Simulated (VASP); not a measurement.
# SiC (P6_3mc) in VASP: further runs

One crystal, SiC, is run at these levels: RPBE+D4, revPBE+D3, revPBE+D3(BJ), revPBE+D4, PBE; tasks: relaxation of cell and atoms, single point.

Program: VASP 6.6.1. These are calculated values, not measurements. Logs are shortened: lines on timing, memory, paths and dates and some standing lists are left out, and cuts for length are marked.

### Step 1. The crystal as given

It takes space group P6_3mc (No. 186, hexagonal). The conventional cell has a = 3.076 Å, b = 3.076 Å, c = 10.071 Å, α = 90.00°, β = 90.00°, γ = 120.00°. Si (site symmetry 3m) has 4 C at 1.88 to 1.89 Å as nearest neighbours. Si (site symmetry 3m) is surrounded by 4 C at 1.88 to 1.89 Å. C (site symmetry 3m) has 4 Si at 1.88 to 1.89 Å as nearest neighbours. C (site symmetry 3m) has 4 Si at 1.88 to 1.89 Å as nearest neighbours.

The cell is a database's computed one.

### Step 2. Relaxation of cell and atoms, RPBE+D4

Input file INCAR:

```
SYSTEM = SiC
PREC = Accurate ; ENCUT = 600
EDIFF = 1E-6 ; ISMEAR = -1
SIGMA = 0.05 ; LREAL = .False.
LASPH = .True. ; NELM = 100
ALGO = Normal ; ISIF = 3
LWAVE = .False. ; LCHARG = .False.
GGA = RP ; IVDW = 13
IBRION = 2 ; NSW = 40
EDIFFG = -0.01
```

Input file KPOINTS:

```
Automatic mesh
0
Gamma
  10 10 3
  0 0 0
```

Input file POSCAR:

```
SiC
1.0
    3.0756941497      0.0000000000      0.0000000000
   -1.5378470748      2.6636292679      0.0000000000
    0.0000000000      0.0000000000     10.0706464800
Si C
4 4
Direct
    0.0000000000      0.0000000000      0.1878943800
    0.0000000000      0.0000000000      0.6878943800
    0.3333333333      0.6666666667      0.4378419800
    0.6666666667      0.3333333333      0.9378419800
    0.0000000000      0.0000000000      0.0004600500
    0.0000000000      0.0000000000      0.5004600500
    0.3333333333      0.6666666667      0.2498025900
    0.6666666667      0.3333333333      0.7498025900
```

Potentials or basis: VASP PAW PBE potentials, release 64 (Si, C).

Command:

```sh
$ cat potpaw_PBE.64/Si/POTCAR potpaw_PBE.64/C/POTCAR > POTCAR
$ mpirun -np 1 vasp_std > vasp.out
```

OUTCAR:

```text
SYSTEM = SiC
   PREC = Accurate
   ENCUT = 600
   EDIFF = 1E-6
   ISMEAR = -1
   LREAL = .False.
   LASPH = .True.
   NELM = 100
   ISIF = 3
   GGA = RP
   IVDW = 13
   IBRION = 2
   NSW = 40
   EDIFFG = -0.01

 ion  position               nearest neighbor table
   1  0.000  0.000  0.188-   7 1.88   7 1.88   7 1.88   5 1.89   3 3.08   3 3.08   3 3.08   4 3.08
                             4 3.08   4 3.08
   2  0.000  0.000  0.688-   8 1.88   8 1.88   8 1.88   6 1.89   4 3.08   4 3.08   4 3.08   3 3.08
                             3 3.08   3 3.08
   3  0.333  0.667  0.438-   6 1.88   6 1.88   6 1.88   7 1.89   1 3.08   1 3.08   1 3.08   2 3.08
                             2 3.08   2 3.08
   4  0.667  0.333  0.938-   5 1.88   5 1.88   5 1.88   8 1.89   2 3.08   2 3.08   2 3.08   1 3.08
                             1 3.08   1 3.08
   5  0.000  0.000  0.000-   4 1.88   4 1.88   4 1.88   1 1.89
   6  0.000  0.000  0.500-   3 1.88   3 1.88   3 1.88   2 1.89
   7  0.333  0.667  0.250-   1 1.88   1 1.88   1 1.88   3 1.89
   8  0.667  0.333  0.750-   2 1.88   2 1.88   2 1.88   4 1.89

  LATTYP: Found a hexagonal cell.
 ALAT       =     3.0756941497
 C/A-ratio  =     3.2742678530

  Lattice vectors:

 A1 = (   3.0756941497,   0.0000000000,   0.0000000000)
 A2 = (  -1.5378470748,   2.6636292679,   0.0000000000)
 A3 = (   0.0000000000,   0.0000000000,  10.0706464800)

Analysis of symmetry for initial positions (statically):
=====================================================================
 Subroutine PRICEL returns:
 Original cell was already a primitive cell.

 Routine SETGRP: Setting up the symmetry group for a
 hexagonal supercell.

 Subroutine GETGRP returns: Found 12 space group operations
 (whereof  6 operations were pure point group operations)
 out of a pool of 24 trial point group operations.

The static configuration has the point symmetry C_3v.
 The point group associated with its full space group is C_6v.

Analysis of symmetry for dynamics (positions and initial velocities):
=====================================================================
 Subroutine PRICEL returns:
 Original cell was already a primitive cell.

 Routine SETGRP: Setting up the symmetry group for a
 hexagonal supercell.

 Subroutine GETGRP returns: Found 12 space group operations
 (whereof  6 operations were pure point group operations)
 out of a pool of 24 trial point group operations.

The dynamic configuration has the point symmetry C_3v.
 The point group associated with its full space group is C_6v.

 Subroutine INISYM returns: Found 12 space group operations
 (whereof  6 operations are pure point group operations),
 and found     1 'primitive' translations

----------------------------------------------------------------------------------------

                                     Primitive cell

  volume of cell :      82.5039

  direct lattice vectors                    reciprocal lattice vectors
     3.075694150  0.000000000  0.000000000     0.325129857  0.187713811  0.000000000
    -1.537847075  2.663629268  0.000000000     0.000000000  0.375427621  0.000000000
     0.000000000  0.000000000 10.070646480     0.000000000  0.000000000  0.099298491

  length of vectors
     3.075694150  3.075694150 10.070646480     0.375427621  0.375427621  0.099298491

  position of ions in fractional coordinates (direct lattice)
     0.000000000  0.000000000  0.187894380
     0.000000000  0.000000000  0.687894380
     0.333333333  0.666666667  0.437841980
     0.666666667  0.333333333  0.937841980
     0.000000000  0.000000000  0.000460050
     0.000000000  0.000000000  0.500460050
     0.333333333  0.666666667  0.249802590
     0.666666667  0.333333333  0.749802590

  ion indices of the primitive-cell ions
   primitive index   ion index
                 1           1
                 2           2
                 3           3
                 4           4
                 5           5
                 6           6
                 7           7
                 8           8

----------------------------------------------------------------------------------------

 KPOINTS: Automatic mesh

Automatic generation of k-mesh.
 Grid dimensions read from file:
 generate k-points for:   10   10    3

 Generating k-lattice:

  Cartesian coordinates                     Fractional coordinates (reciprocal lattice)
     0.032512986  0.018771381  0.000000000     0.100000000  0.000000000  0.000000000
     0.000000000  0.037542762  0.000000000     0.000000000  0.100000000  0.000000000
     0.000000000  0.000000000  0.033099497     0.000000000  0.000000000  0.333333333

  Length of vectors
     0.037542762  0.037542762  0.033099497

  Shift w.r.t. Gamma in fractional coordinates (k-lattice)
     0.000000000  0.000000000  0.000000000

 Subroutine IBZKPT returns following result:
 ===========================================

 Found     28 irreducible k-points:

 Following reciprocal coordinates:
            Coordinates               Weight
  0.000000  0.000000  0.000000      1.000000
  0.100000  0.000000  0.000000      6.000000
  0.200000  0.000000  0.000000      6.000000
  0.300000  0.000000  0.000000      6.000000
  0.400000  0.000000  0.000000      6.000000
  0.500000  0.000000  0.000000      3.000000
[... 16 lines left out ...]
  0.300000  0.100000  0.333333     24.000000
  0.400000  0.100000  0.333333     24.000000
 [... further k-points ...]
   k-points           NKPTS =     28   k-points in BZ     NKDIM =     28   number of bands    NBANDS=     21
   number of dos      NEDOS =    301   number of ions     NIONS =      8
   total plane-waves  NPLWV =  62720
   dimension x,y,z NGX =    28 NGY =   28 NGZ =   80
   dimension x,y,z NGXF=    56 NGYF=   56 NGZF=  160
   ions per type =               4   4
   NGX,Y,Z   is equivalent  to a cutoff of  15.13, 15.13, 13.21 a.u.
   NGXF,Y,Z  is equivalent  to a cutoff of  30.27, 30.27, 26.41 a.u.
 SYSTEM =  SiC
   PREC   = accura    normal or accurate (medium, high low for compatibility)
   ISTART =      0    job   : 0-new  1-cont  2-samecut
   ICHARG =      2    charge: 1-file 2-atom 10-const
   ISPIN  =      1    spin polarized calculation?
   LNONCOLLINEAR =      F non collinear calculations
   LSORBIT =      F    spin-orbit coupling
   LASPH  =      T    aspherical Exc in radial PAW
   ENCUT  =  600.0 eV  44.10 Ry    6.64 a.u.   6.14  6.14 20.11*2*pi/ulx,y,z
   NELM   =    100;   NELMIN=  2; NELMDL= -5     # of ELM steps
   EDIFF  = 0.1E-05   stopping-criterion for ELM
   LREAL  =      F    real-space projection
   EDIFFG = -.1E-01   stopping-criterion for IOM
   NSW    =     40    number of steps for IOM
   IBRION =      2    ionic relax: 0-MD 1-quasi-New 2-CG
   NFREE  =      1    steps in history (QN), initial steepest desc. (CG)
   ISIF   =      3    stress and relaxation
   ISYM   =      2    0-nonsym 1-usesym 2-fastsym
   POTIM  = 0.5000    time-step for ionic-motion
   TEBEG  =    0.0;   TEEND  =   0.0 temperature during run
   PSTRESS=    0.0 pullay stress
   NELECT =      32.0000    total number of electrons
   NUPDOWN=      -1.0000    fix difference up-down
   EMIN   =  10.00;   EMAX   =-10.00  energy-range for DOS
   EFERMI =   0.00;   METHOD = LEGACY
   ISMEAR =    -1;   SIGMA  =   0.05  broadening in eV -4-tet -1-fermi 0-gaus
   EFERMI_NEDOS =   21; number of points for ismear=-14 and -15
   IALGO  =     38    algorithm
   IMIX   =      4    mixing-type and parameters
     AMIX     =   0.40;   BMIX     =  1.00
     AMIX_MAG =   1.60;   BMIX_MAG =  1.00
  volume/ion in A,a.u.               =      10.31        69.60
  Fermi-wavevector in a.u.,A,eV,Ry     =   1.193897  2.256138 19.393597  1.425389
  Thomas-Fermi vector in A             =   2.329900
   LORBIT       =      0    0 simple, 1 ext, 2 COOP (PROOUT), +10 PAW based schemes
   GGA     = RP    functional components
   LHFCALC =     F    Hartree Fock is set to
   AEXX    =    0.0000 exact exchange contribution
   IVDW    =    13    specifies the selected vdW correction
   LEPSILON=     F    determine dielectric tensor
   LRPA    =     F    only Hartree local field effects (RPA)
 conjugate gradient relaxation of ions
 non-spin polarized calculation
  energy-cutoff  :      600.00
  volume of cell :       82.50
 maximum number of plane-waves:      2776
 NGX is ok and might be reduce to    28
   NGX = 13   NGY = 13   NGZ = 41

--------------------------------------- Ionic step        1  -------------------------------------------

 number of electron      32.0000001 magnetization

 Free energy of the ion-electron system (eV)
  ---------------------------------------------------
  ext. energy  EPLUGINS =         0.00000000
  ---------------------------------------------------
  free energy    TOTEN  =       -57.25790775 eV

  energy without entropy =      -57.25790775  energy(sigma->0) =      -57.25790775

------------------------ aborting loop because EDIFF is reached ----------------------------------------

  DFT-D4 for vdW energy calculation

  Edisp (eV):   -5.72941

  FORCE on cell =-STRESS in cart. coord.  units (eV):
  Direction    XX          YY          ZZ          XY          YZ          ZX
  --------------------------------------------------------------------------------------
  -------------------------------------------------------------------------------------
  Total      -1.83036    -1.83036    -1.84465    -0.00000     0.00000     0.00000
  in kB     -35.54455   -35.54455   -35.82206    -0.00000     0.00000     0.00000
  external pressure =      -35.64 kB  Pullay stress =        0.00 kB
[... 73 lines left out ...]
  energy  without entropy=      -62.9863184470  energy(sigma->0) =      -62.98631845

--------------------------------------- Ionic step        3  -------------------------------------------

 number of electron      32.0000002 magnetization

 Free energy of the ion-electron system (eV)
  ---------------------------------------------------
  ext. energy  EPLUGINS =         0.00000000
  ---------------------------------------------------
  free energy    TOTEN  =       -57.18672882 eV

  energy without entropy =      -57.18672882  energy(sigma->0) =      -57.18672882

 E-fermi :   9.5365     XC(G=0): -11.3750

 val. band max:        8.4846375456   @ k =   0.0000   0.0000   0.0000
 cond. band min:      10.7266940906   @ k =   0.5000   0.0000   0.0000
 fundamental gap:      2.2420565449
 Fermi energy:         9.5365258111

 k-point     1 :       0.0000    0.0000    0.0000
  band No.  band energies     occupation
      1      -7.1702      2.00000
      2      -5.9774      2.00000
      3      -5.9387      2.00000
      4      -3.5514      2.00000
      5      -0.2173      2.00000
      6       4.0662      2.00000
[... 550 lines left out ...]
      5       0.2836      2.00000
      6       0.6451      2.00000
[... 13 lines left out ...]
     20      13.4761      0.00000
     21      14.6700      0.00000

 [... further k-points ...]

------------------------ aborting loop because EDIFF is reached ----------------------------------------

  DFT-D4 for vdW energy calculation

  Edisp (eV):   -5.81588

  FORCE on cell =-STRESS in cart. coord.  units (eV):
  Direction    XX          YY          ZZ          XY          YZ          ZX
  --------------------------------------------------------------------------------------
  -------------------------------------------------------------------------------------
  Total       0.01315     0.01315    -0.02088     0.00000     0.00000     0.00000
  in kB       0.25954     0.25954    -0.41217     0.00000     0.00000     0.00000
  external pressure =        0.04 kB  Pullay stress =        0.00 kB
[... 23 lines left out ...]
  FREE ENERGIE OF THE ION-ELECTRON SYSTEM (eV)
  ---------------------------------------------------
  free  energy   TOTEN  =       -63.0026043105 eV

  energy  without entropy=      -63.0026043105  energy(sigma->0) =      -63.00260431

 reached required accuracy - stopping structural energy minimisation
```

Run time: 80 s. Hardware: 1 thread of Intel Xeon 6975P-C (Granite Rapids), shared host; peak memory 0.26 GiB.

What came out:

- Free energy: -63.0026 eV
- Relaxed volume: 10.14 Å³/atom
- Relaxed cell: a = 3.059 Å, b = 3.059 Å, c = 10.015 Å, α = 90.00°, β = 90.00°, γ = 120.00°
- Space group after relaxing (to 0.05 Å): P6_3mc (No. 186)
- Energy gained by relaxing: 1.9 meV/atom
- Ionic steps: 3
- Pressure after relaxing: 0.0 GPa
- Largest force after relaxing: 0.006 eV/Å
- Band gap on the k mesh: 2.24 eV, indirect (least direct gap 3.36 eV)
- Dispersion energy per atom: -0.727 eV

Forces in eV/Å, atoms in the order of the input:
```
Si   0.000  0.000  0.003
Si   0.000  0.000  0.003
Si   0.000  0.000 -0.006
Si   0.000  0.000 -0.006
C    0.000  0.000  0.001
C    0.000  0.000  0.001
C    0.000  0.000  0.002
C    0.000  0.000  0.002
```

The path:
| step | energy change (eV) | largest force (eV/Å) | pressure (GPa) | volume (Å³) |
| --- | --- | --- | --- | --- |
| 1 | 0.0000 | 0.0045 | -3.56 | 82.50 |
| 2 | 0.0010 | 0.0110 | 3.91 | 79.79 |
| 3 | -0.0153 | 0.0056 | 0.00 | 81.15 |

Final structure:
```
Si C
1.0
     3.05888    0.00000    0.00000
    -1.52944    2.64906    0.00000
     0.00000    0.00000   10.01515
Si C
4 4
Direct
  0.00000 0.00000 0.18790
  0.00000 0.00000 0.68790
  0.33333 0.66667 0.43784
  0.66667 0.33333 0.93784
  0.00000 0.00000 0.00046
  0.00000 0.00000 0.50046
  0.33333 0.66667 0.24979
  0.66667 0.33333 0.74979
```

Levels at points of the mesh, in eV from the valence-band top:
| k point | band 14 | band 15 | band 16 | band 17 | band 18 | band 19 |
| --- | --- | --- | --- | --- | --- | --- |
| (0.00, 0.00, 0.00) | -0.05 | 0.00 | 0.00 | 5.30 | 5.88 | 6.53 |
| (0.50, 0.00, 0.00) | -2.23 | -1.58 | -1.12 | 2.24 | 2.39 | 4.32 |

Caveat: the PAW data sets were made with another functional, which shifts forces and pressure a little; an odd mesh through Γ misses points on the zone boundary, where band edges often lie.

### Step 3. Relaxation of cell and atoms, revPBE+D3

Input file INCAR:

```
ALGO     = Normal         # electronic algorithm
EDIFF    = 1E-6           # SCF threshold, eV
EDIFFG   = -0.02          # ionic threshold
ENCUT    = 600            # plane-wave cutoff, eV
GGA      = RE             # functional
IBRION   = 2              # ionic algorithm
ISIF     = 3              # what is computed and relaxed
ISMEAR   = -1             # smearing method
IVDW     = 11             # dispersion correction
LASPH    = True           # aspherical terms in the spheres
LCHARG   = False          # write CHGCAR
LREAL    = False          # projectors in reciprocal space
LWAVE    = False          # write WAVECAR
NELM     = 80             # most SCF steps
NSW      = 60             # ionic steps
PREC     = Accurate       # precision mode
SIGMA    = 0.05           # smearing width, eV
```

Input file KPOINTS:

```
k-points
0
Gamma
  10 10 3
```

POSCAR is that of step 2.

Potentials or basis: VASP PAW PBE potentials, release 64 (Si, C).

Command:

```sh
$ cat potpaw_PBE.64/Si/POTCAR potpaw_PBE.64/C/POTCAR > POTCAR
$ mpirun -np 1 vasp_std > vasp.out
```

Run time: 73 s. Hardware: 1 thread of Intel Xeon 6975P-C (Granite Rapids), shared host; peak memory 0.27 GiB.

Results (log left out):

```
Free energy                            : -60.0079 eV
Relaxed volume                         : 10.40 Å³/atom
Relaxed cell                           : a = 3.085 Å, b = 3.085 Å, c = 10.098 Å, α = 90.00°, β = 90.00°, γ = 120.00°
Space group after relaxing (to 0.05 Å) : P6_3mc (No. 186)
Energy gained by relaxing              : 0.6 meV/atom
Ionic steps                            : 3
Pressure after relaxing                : 0.0 GPa
Largest force after relaxing           : 0.006 eV/Å
Band gap on the k mesh                 : 2.23 eV, indirect (least direct gap 3.35 eV)
Dispersion energy per atom             : -0.276 eV
```

Forces in eV/Å, atoms in the order of the input:
```
Si   0.000  0.000  0.003
Si   0.000  0.000  0.003
Si   0.000  0.000  0.004
Si   0.000  0.000  0.004
C    0.000  0.000 -0.006
C    0.000  0.000 -0.006
C    0.000  0.000 -0.002
C    0.000  0.000 -0.002
```

Step by step:
| step | energy change (eV) | largest force (eV/Å) | pressure (GPa) | volume (Å³) |
| --- | --- | --- | --- | --- |
| 1 | 0.0000 | 0.0196 | 1.96 | 82.50 |
| 2 | 0.0006 | 0.0179 | -2.01 | 84.02 |
| 3 | -0.0044 | 0.0058 | 0.01 | 83.23 |

Final structure:
```yaml
crystal:
  lattice:
    - [3.08501, 0.00000, 0.00000]
    - [-1.54251, 2.67170, 0.00000]
    - [0.00000, 0.00000, 10.09799]
  atoms:
    - { symbol: Si, position: [0.00000, 0.00000, 0.18794] }
    - { symbol: Si, position: [0.00000, 0.00000, 0.68794] }
    - { symbol: Si, position: [0.33333, 0.66667, 0.43782] }
    - { symbol: Si, position: [0.66667, 0.33333, 0.93782] }
    - { symbol: C, position: [0.00000, 0.00000, 0.00042] }
    - { symbol: C, position: [0.00000, 0.00000, 0.50042] }
    - { symbol: C, position: [0.33333, 0.66667, 0.24982] }
    - { symbol: C, position: [0.66667, 0.33333, 0.74982] }
```

Levels at points of the mesh, in eV from the valence-band top:
```csv
k point,band 12,band 13,band 14,band 15,band 16,band 17,band 18,band 19,band 20,band 21
"(0.00, 0.00, 0.00)",-0.58,-0.58,-0.05,0.00,0.00,5.07,5.64,6.24,6.29,6.97
"(0.50, 0.00, 0.00)",-2.37,-2.35,-2.20,-1.56,-1.11,2.23,2.36,4.23,4.75,5.30
```

Caveat: the PAW data sets were made with another functional, which shifts forces and pressure a little; an odd mesh through Γ misses points on the zone boundary, where band edges often lie.

### Step 4. Relaxation of cell and atoms, revPBE+D3(BJ)

Input file INCAR:

```
ALGO = Normal
EDIFF = 1E-6
EDIFFG = -0.01
ENCUT = 600
GGA = RE
IBRION = 2
ISIF = 3
ISMEAR = -1
IVDW = 12
LASPH = True
LCHARG = False
LREAL = False
LWAVE = False
NELM = 100
NSW = 40
PREC = Accurate
SIGMA = 0.05
```

KPOINTS is that of step 3.

POSCAR is that of step 3.

Command:

```sh
$ cat potpaw_PBE.64/Si/POTCAR potpaw_PBE.64/C/POTCAR > POTCAR
$ mpirun -np 1 vasp_std > vasp.out
```

Wall time 79 s (1 thread of Intel Xeon 6975P-C (Granite Rapids), shared host); peak memory 0.27 GiB.

Results (log left out):

- Free energy: -62.5985 eV
- Relaxed volume: 10.14 Å³/atom
- Relaxed cell: a = 3.059 Å, b = 3.059 Å, c = 10.014 Å, α = 90.00°, β = 90.00°, γ = 120.00°
- Space group after relaxing (to 0.05 Å): P6_3mc (No. 186)
- Energy gained by relaxing: 2.0 meV/atom
- Ionic steps: 3
- Pressure after relaxing: 0.0 GPa
- Largest force after relaxing: 0.005 eV/Å
- Band gap on the k mesh: 2.23 eV, indirect (least direct gap 3.36 eV)
- Dispersion energy per atom: -0.611 eV

Forces in eV/Å, atoms in the order of the input:
```
Si   0.000  0.000  0.005
Si   0.000  0.000  0.005
Si   0.000  0.000 -0.005
Si   0.000  0.000 -0.005
C    0.000  0.000 -0.002
C    0.000  0.000 -0.002
C    0.000  0.000  0.002
C    0.000  0.000  0.002
```

Step by step:
```csv
step,energy change (eV),largest force (eV/Å),pressure (GPa),volume (Å³)
1,0.0000,0.0083,-3.65,82.50
2,0.0016,0.0095,4.07,79.73
3,-0.0159,0.0051,0.00,81.14
```

Final structure:
```
CELL_PARAMETERS angstrom
3.05873 0.00000 0.00000
-1.52937 2.64894 0.00000
0.00000 0.00000 10.01379
ATOMIC_POSITIONS crystal
Si 0.00000 0.00000 0.18790
Si 0.00000 0.00000 0.68790
Si 0.33333 0.66667 0.43782
Si 0.66667 0.33333 0.93782
C 0.00000 0.00000 0.00046
C 0.00000 0.00000 0.50046
C 0.33333 0.66667 0.24982
C 0.66667 0.33333 0.74982
```

Levels at points of the mesh, in eV from the valence-band top:
| k point | band 14 | band 15 | band 16 | band 17 | band 18 | band 19 |
| --- | --- | --- | --- | --- | --- | --- |
| (0.00, 0.00, 0.00) | -0.05 | 0.00 | 0.00 | 5.29 | 5.87 | 6.52 |
| (0.50, 0.00, 0.00) | -2.23 | -1.58 | -1.12 | 2.23 | 2.38 | 4.31 |

Caveat: the PAW data sets were made with another functional, which shifts forces and pressure a little; an odd mesh through Γ misses points on the zone boundary, where band edges often lie.

[end of part 1 of 2]
